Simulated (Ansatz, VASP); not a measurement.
**Two plane-wave programs on I**

INCAR

```
  AGGAC = 1.0
  AGGAX = 1.0
  ALDAC = 0.0
  ALDAX = 1.0
  ALGO = Normal
  EDIFF = 1E-7
  ENCUT = 520
  GGA = B5
  ISIF = 2
  ISMEAR = 0
  LASPH = True
  LCHARG = True
  LELF = True
  LREAL = False
  LVHAR = True
  LWAVE = False
  NBANDS = 10
  NELM = 60
  PREC = Accurate
  SIGMA = 0.1
```

The input KPOINTS:

```
k-points
0
Gamma
  4 4 4
```

POSCAR

```
I
1.0
    0.0000000000      2.3656004428      3.9098401324
    2.1922454667      0.0000000000      3.9098401324
    2.1922454667      2.3656004428      0.0000000000
I
1
Direct
    0.0000000000      0.0000000000      0.0000000000
```

Input for Ansatz:

```yaml
crystal:
  lattice:
    - [0.0, 2.3656004428, 3.9098401324]
    - [2.1922454667, 0.0, 3.9098401324]
    - [2.1922454667, 2.3656004428, 0.0]
  atoms:
    - { symbol: I, position: [0.0, 0.0, 0.0] }
basis:
  ecutwfc: 420
kpoints:
  mp_grid: { grid: [4, 4, 4] }
hamiltonian:
  xc: blyp
scf:
  occupations: { method: gaussian, width: 0.1 }
output:
  forces: true
  stress: true
  eigenvalues: true
  optics: { e_range: [0, 10], sigma: 0.2 }
```

Alike in both runs: task single point; functional BLYP; k mesh 4 × 4 × 4; occupations gaussian, width 0.1 eV; no spin polarisation.

|  | VASP | Ansatz |
| --- | --- | --- |
| version | VASP 6.6.1 | Ansatz 0.2.0 |
| potentials or method | VASP PAW PBE potentials, release 64 (I) | scalar-relativistic, plane waves, PAW |
| plane-wave cutoff (eV) | 520 | 420 |
| valence electrons in the cell | 7 | 17 |

```tsv
	VASP	Ansatz	Ansatz less VASP
pressure (GPa)	1.5	1.4	-0.07
largest component of the traceless stress (GPa)	0.81	0.85	+0.044
```

The two sets of potentials don't hold the same shells in valence. Ansatz warned: «optics_on_partly_filled_bands».

Caveats: the k mesh is coarse (spacing up to 0.53 Å⁻¹), so the values aren't converged; the PAW data sets were made with another functional, which shifts forces and pressure a little (VASP); an odd number of electrons without spin polarisation forces a metal; a magnetic or distorted state may lie lower. Spin-orbit coupling is left out, which matters for the levels of I.
